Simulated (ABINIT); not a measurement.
The system is Zn.

```
Zn
1.0
     2.67000    0.00000    0.00000
    -1.33500    2.31229    0.00000
     0.00000    0.00000    4.96600
Zn
2
Cartesian
  1.3350 0.7708 3.7245
  0.0000 1.5415 1.2415
```

- Program: ABINIT 10.8.3 (patched build)
- Task: relaxation of cell and atoms
- Functional: PBE
- Potentials or basis: JTH PAW PBE v2.0
- Cutoff: 599 eV
- k mesh: 11 × 11 × 6
- Occupations: fermi-dirac, width 0.05 eV
- Spin: no spin polarisation

At the start: pressure -0.7 GPa; volume 15.33 Å³/atom.

Problem. How do energy, volume and symmetry change on relaxing?

Solution. Over 11 steps the energy falls by 3.5 meV/atom and the volume is 15.01 Å³/atom (-2.1 %); space group P6_3/mmc (No. 194, to 0.05 Å).

Step by step:
| step | energy change (eV) | largest force (eV/Å) | pressure (GPa) | volume (Å³) |
| --- | --- | --- | --- | --- |
| 1 | 0.0000 | 0.0000 | -0.72 | 30.66 |
| 2 | -0.0004 | 0.0000 | -0.58 | 30.59 |
| 3 | -0.0036 | 0.0000 | 0.73 | 29.92 |
| 4 | -0.0029 | 0.0000 | 1.90 | 29.32 |
| 5 | -0.0055 | 0.0000 | 0.55 | 29.92 |
| 6 | -0.0065 | 0.0000 | 0.12 | 30.05 |
| 7 | -0.0067 | 0.0000 | -0.10 | 30.11 |
| 8 | -0.0069 | 0.0000 | -0.18 | 30.12 |
| 9 | -0.0069 | 0.0000 | -0.14 | 30.08 |
| 10 | -0.0070 | 0.0000 | -0.07 | 30.06 |
| 11 | -0.0070 | 0.0000 | 0.00 | 30.03 |

Final structure:
```
Zn
1.0
     2.69357    0.00000    0.00000
    -1.34678    2.33270    0.00000
     0.00000    0.00000    4.77889
Zn
2
Direct
  0.66667 0.33333 0.75000
  0.33333 0.66667 0.25000
```
